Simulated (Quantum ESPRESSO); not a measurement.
# Pt (Fm-3m) in Quantum ESPRESSO: notebook, part 3 of 4

Quantum ESPRESSO 7.5. Earlier steps stand in the parts before.

**4. Phonons, LDA**

pw.in

```
&CONTROL
  calculation = 'scf'
  prefix = 'pwscf'
  outdir = './tmp'
  pseudo_dir = './pseudo'
  tprnfor = .true.
  tstress = .true.
  disk_io = 'low'
/
&SYSTEM
  ibrav = 0
  nat = 1
  ntyp = 1
  ecutwfc = 45
  ecutrho = 360
  nbnd = 14
  occupations = 'smearing'
  smearing = 'mv'
  degauss = 0.01469973
/
&ELECTRONS
  conv_thr = 2d-10
  electron_maxstep = 120
  mixing_beta = 0.5
/
ATOMIC_SPECIES
Pt   195.0840 pt_lda_v1.4.uspp.F.UPF
CELL_PARAMETERS angstrom
   0.0000000000    1.9609000000    1.9609000000
   1.9609000000    0.0000000000    1.9609000000
   1.9609000000    1.9609000000    0.0000000000
ATOMIC_POSITIONS angstrom
Pt     0.0000000000    0.0000000000    0.0000000000
K_POINTS automatic
10 10 10 0 0 0
```

relax.in

```
&CONTROL
  calculation = 'vc-relax'
  prefix = 'pwscf'
  outdir = './tmp'
  pseudo_dir = './pseudo'
  tprnfor = .true.
  tstress = .true.
  disk_io = 'low'
  nstep = 40
  forc_conv_thr = 0.0001
  etot_conv_thr = 1d-06
/
&SYSTEM
  ibrav = 0
  nat = 1
  ntyp = 1
  ecutwfc = 45
  ecutrho = 360
  nbnd = 14
  occupations = 'smearing'
  smearing = 'mv'
  degauss = 0.01469973
/
&ELECTRONS
  conv_thr = 2d-10
  electron_maxstep = 120
  mixing_beta = 0.5
/
&IONS
  ion_dynamics = 'bfgs'
/
&CELL
  cell_dynamics = 'bfgs'
  press = 0
  press_conv_thr = 0.2
/
ATOMIC_SPECIES
Pt   195.0840 pt_lda_v1.4.uspp.F.UPF
CELL_PARAMETERS angstrom
   0.0000000000    1.9609000000    1.9609000000
   1.9609000000    0.0000000000    1.9609000000
   1.9609000000    1.9609000000    0.0000000000
ATOMIC_POSITIONS angstrom
Pt     0.0000000000    0.0000000000    0.0000000000
K_POINTS automatic
10 10 10 0 0 0
```

scf2.in

```
&CONTROL
  calculation = 'scf'
  prefix = 'pwscf'
  outdir = './tmp'
  pseudo_dir = './pseudo'
  tprnfor = .true.
  tstress = .true.
  disk_io = 'low'
/
&SYSTEM
  ibrav = 0
  nat = 1
  ntyp = 1
  ecutwfc = 45
  ecutrho = 360
  nbnd = 14
  occupations = 'smearing'
  smearing = 'mv'
  degauss = 0.01469973
/
&ELECTRONS
  conv_thr = 1d-13
  electron_maxstep = 120
  mixing_beta = 0.5
  startingpot = 'file'
  startingwfc = 'file'
/
ATOMIC_SPECIES
Pt   195.0840 pt_lda_v1.4.uspp.F.UPF
CELL_PARAMETERS angstrom
   0.0000000000    1.9453199514    1.9453199514
   1.9453199514    0.0000000000    1.9453199514
   1.9453199514    1.9453199514    0.0000000000
ATOMIC_POSITIONS angstrom
Pt     0.0000000000    0.0000000000    0.0000000000
K_POINTS automatic
10 10 10 0 0 0
```

ph.in

```
phonons of Pt
&INPUTPH
  prefix = 'pwscf'
  outdir = './tmp'
  tr2_ph = 1d-18
  fildyn = 'dyn'
  niter_ph = 90
  alpha_mix(1) = 0.4
/
0.1767766953 0.7071067812 0.1767766953
```

Potentials or basis: GBRV 1.5 LDA.

On the command line:

```sh
$ OMP_NUM_THREADS=1 pw.x -in pw.in > pw.out
$ OMP_NUM_THREADS=1 pw.x -in relax.in > relax.out
$ OMP_NUM_THREADS=1 pw.x -in scf2.in > scf2.out
$ OMP_NUM_THREADS=1 ph.x -in ph.in > ph.out
```

pw.out:

```text
This program is part of the open-source Quantum ESPRESSO suite
     for quantum simulation of materials; please cite
[... 9 lines left out ...]
     --------------------
     sticks:   dense  smooth     PW     G-vecs:    dense   smooth      PW
     Sum         673     349    121                11791     4111     869

     Using Slab Decomposition

     bravais-lattice index     =            0
     lattice parameter (alat)  =       5.2405  a.u.
     unit-cell volume          =     101.7637 (a.u.)^3
     number of atoms/cell      =            1
     number of atomic types    =            1
     number of electrons       =        16.00
     number of Kohn-Sham states=           14
     kinetic-energy cutoff     =      45.0000  Ry
     charge density cutoff     =     360.0000  Ry
     scf convergence threshold =      2.0E-10
     mixing beta               =       0.5000
     number of iterations used =            8  plain     mixing
     Exchange-correlation=  SLA  PZ   NOGX NOGC
                           (   1   1   0   0   0   0   0)

     celldm(1)=   5.240459  celldm(2)=   0.000000  celldm(3)=   0.000000
     celldm(4)=   0.000000  celldm(5)=   0.000000  celldm(6)=   0.000000

[... 8 lines left out ...]
               b(3) = (  0.707107  0.707107 -0.707107 )

     PseudoPot. # 1 for Pt read from file:
     pt_lda_v1.4.uspp.F.UPF
     Pseudo is Ultrasoft + core correction, Zval = 16.0
     Generated by new atomic code, or converted to UPF format
     Using radial grid of  985 points,  6 beta functions with:
                l(1) =   0
                l(2) =   0
                l(3) =   1
                l(4) =   1
                l(5) =   2
                l(6) =   2
     Q(r) pseudized with  8 coefficients,  rinner =    1.300   1.300   1.300
                                                       1.300   1.300

     atomic species   valence    mass     pseudopotential
     Pt               16.00   195.08400     Pt( 1.00)

     48 Sym. Ops., with inversion, found

   Cartesian axes

     site n.     atom                  positions (alat units)
         1        Pt     tau(   1) = (   0.0000000   0.0000000   0.0000000  )

     number of k points=    47  Marzari-Vanderbilt smearing, width (Ry)=  0.0147
                       cart. coord. in units 2pi/alat
        k(    1) = (   0.0000000   0.0000000   0.0000000), wk =   0.0020000
        k(    2) = (   0.0707107   0.0707107  -0.0707107), wk =   0.0160000
        k(    3) = (   0.1414214   0.1414214  -0.1414214), wk =   0.0160000
        k(    4) = (   0.2121320   0.2121320  -0.2121320), wk =   0.0160000
        k(    5) = (   0.2828427   0.2828427  -0.2828427), wk =   0.0160000
        k(    6) = (  -0.3535534  -0.3535534   0.3535534), wk =   0.0080000
[... 39 lines left out ...]
        k(   46) = (  -0.0707107  -0.3535534   0.6363961), wk =   0.0480000
        k(   47) = (  -0.7071068   0.2828427   0.0000000), wk =   0.0240000

     Dense  grid:    11791 G-vectors     FFT dimensions: (  32,  32,  32)

     Smooth grid:     4111 G-vectors     FFT dimensions: (  24,  24,  24)

     Initial potential from superposition of free atoms

     starting charge      15.5000, renormalised to      16.0000

     negative rho (up, down):  1.838E-01 0.000E+00
     Starting wfcs are   12 randomized atomic wfcs +    2 random wfcs

     Self-consistent Calculation

     iteration #  1     ecut=    45.00 Ry     beta= 0.50
     Davidson diagonalization with overlap
     ethr =  1.00E-02,  avg # of iterations =  4.2

     negative rho (up, down):  1.715E-01 0.000E+00
[... 58 lines left out ...]
     iteration #  8     ecut=    45.00 Ry     beta= 0.50
     Davidson diagonalization with overlap
     ethr =  3.17E-12,  avg # of iterations =  2.5

     negative rho (up, down):  1.714E-01 0.000E+00

     End of self-consistent calculation

          k = 0.0000 0.0000 0.0000 (   531 PWs)   bands (ev):

   -30.3626 -30.3626 -30.3626  11.9086  18.4066  18.4066  18.4066  20.5930
    20.5930  36.8686  41.7626  41.7626  41.7626  47.2018

          k = 0.0707 0.0707-0.0707 (   534 PWs)   bands (ev):
[... 141 lines left out ...]
   -30.7604 -30.6110 -30.5172  15.6985  16.3360  19.9602  21.2842  22.2795
    27.7321  28.7338  32.6245  35.7710  42.8616  47.3584

          k =-0.7071 0.0000 0.0000 (   524 PWs)   bands (ev):

   -30.8104 -30.5411 -30.5411  15.1166  15.5719  22.2464  22.7175  22.7175
    23.9473  30.9802  33.5461  33.5461  42.3502  45.7226

          k = 0.2828 0.1414 0.0000 (   527 PWs)   bands (ev):

   -30.5733 -30.4449 -30.4050  14.2807  17.3662  18.7961  19.5030  19.9322
    21.4330  37.2407  39.1852  41.4360  41.9597  46.7344

          k = 0.3536 0.2121-0.0707 (   518 PWs)   bands (ev):
[... 51 lines left out ...]
   -30.6957 -30.6705 -30.5056  16.4124  17.1150  18.4194  20.4129  22.0672
    27.3726  30.2995  31.8397  36.6227  43.1883  47.8574

          k =-0.7071 0.1414 0.0000 (   504 PWs)   bands (ev):

   -30.7850 -30.5672 -30.5423  15.5021  15.9102  20.6551  21.6646  22.7190
    26.2897  30.1028  33.0966  34.0236  44.0448  45.5821

          k =-0.1414-0.4243 0.7071 (   515 PWs)   bands (ev):
[... 6 lines left out ...]
   -30.7014 -30.6537 -30.5241  16.6949  17.3076  17.8199  20.2569  22.3843
    28.1634  29.4644  32.5023  35.2364  44.7761  46.9803

          k =-0.7071 0.2828 0.0000 (   512 PWs)   bands (ev):

   -30.7183 -30.6351 -30.5442  16.3445  16.9082  18.5190  20.4677  22.7211
    29.1541  29.3066  31.5995  34.2767  46.0117  47.7275

     the Fermi energy is    22.2391 ev

!    total energy              =    -210.80333118 Ry
     estimated scf accuracy    <          3.1E-12 Ry
     smearing contrib. (-TS)   =       0.00006997 Ry
     internal energy E=F+TS    =    -210.80340115 Ry

     The total energy is F=E-TS. E is the sum of the following terms:
     one-electron contribution =     -20.12276320 Ry
     hartree contribution      =      24.48306127 Ry
     xc contribution           =     -56.79041187 Ry
     ewald contribution        =    -158.37328735 Ry

     convergence has been achieved in   8 iterations

     negative rho (up, down):  1.714E-01 0.000E+00

     Forces acting on atoms (cartesian axes, Ry/au):

     atom    1 type  1   force =     0.00000000    0.00000000    0.00000000

     Total force =     0.000000     Total SCF correction =     0.000000

     Computing stress (Cartesian axis) and pressure

     negative rho (up, down):  1.714E-01 0.000E+00
          total   stress  (Ry/bohr**3)                   (kbar)     P=      -71.01
  -0.00048269   0.00000000  -0.00000000          -71.01        0.00       -0.00
   0.00000000  -0.00048269   0.00000000            0.00      -71.01        0.00
  -0.00000000  -0.00000000  -0.00048269           -0.00       -0.00      -71.01

=------------------------------------------------------------------------------=
   JOB DONE.
=------------------------------------------------------------------------------=
```

scf2.out:

```text
This program is part of the open-source Quantum ESPRESSO suite
     for quantum simulation of materials; please cite
[... 9 lines left out ...]
     --------------------
     sticks:   dense  smooth     PW     G-vecs:    dense   smooth      PW
     Sum         673     337    121                11575     4015     821
[... 401 lines left out ...]
  -0.00000687   0.00000000   0.00000000           -1.01        0.00        0.00
   0.00000000  -0.00000687   0.00000000            0.00       -1.01        0.00
   0.00000000   0.00000000  -0.00000687            0.00        0.00       -1.01

=------------------------------------------------------------------------------=
   JOB DONE.
=------------------------------------------------------------------------------=
```

Run time: 5.4 min. Hardware: 1 thread of Arm Neoverse V2, shared host; peak memory 0.09 GiB.

What came out:

```yaml
Free_energy: -2868.1322 eV
Relaxed_volume: 14.72 Å³/atom
Relaxed_cell: a = 2.751 Å, b = 2.751 Å, c = 2.751 Å, α = 60.00°, β = 60.00°, γ = 60.00°
Space_group_after_relaxing_to_0.05_Å: Fm-3m (No. 225)
Pressure_after_relaxing: -0.1 GPa
Band_gap_on_the_k_mesh: none (metal or under the smearing width)
Highest_phonon_frequency_at_the_q_point_run: 197 cm⁻¹
```

Step by step:
```tsv
step	energy change (eV)	largest force (eV/Å)	pressure (GPa)	volume (Å³)
1	0.0000	0.0000	-7.10	15.08
2	-0.0056	0.0000	4.07	14.54
3	-0.0080	0.0000	-0.20	14.73
4	-0.0080	0.0000	0.00	14.72
```

Final structure:
```
Pt
1.0
     0.00000    1.94532    1.94532
     1.94532    0.00000    1.94532
     1.94532    1.94532    0.00000
Pt
1
Direct
  0.00000 0.00000 0.00000
```

Phonon frequencies in cm⁻¹ (negative: imaginary):
| q point | frequencies |
| --- | --- |
| (0.625, 0.250, 0.625) | 131 173 197 |

Phonon modes at q = (0.625, 0.250, 0.625) in reciprocal lattice units:
| mode | symmetry | cm⁻¹ |
| --- | --- | --- |
| 1 | B_1 | 131 |
| 2 | A_1 | 173 |
| 3 | B_2 | 197 |

Caveat: the mesh is thin for the phonons of a metal; the q point doesn't lie on the k mesh, which can shift a metal's frequencies strongly unless the mesh is converged. Spin-orbit coupling is left out, which matters for the levels of Pt.

(Continued in part 4 of 4.)
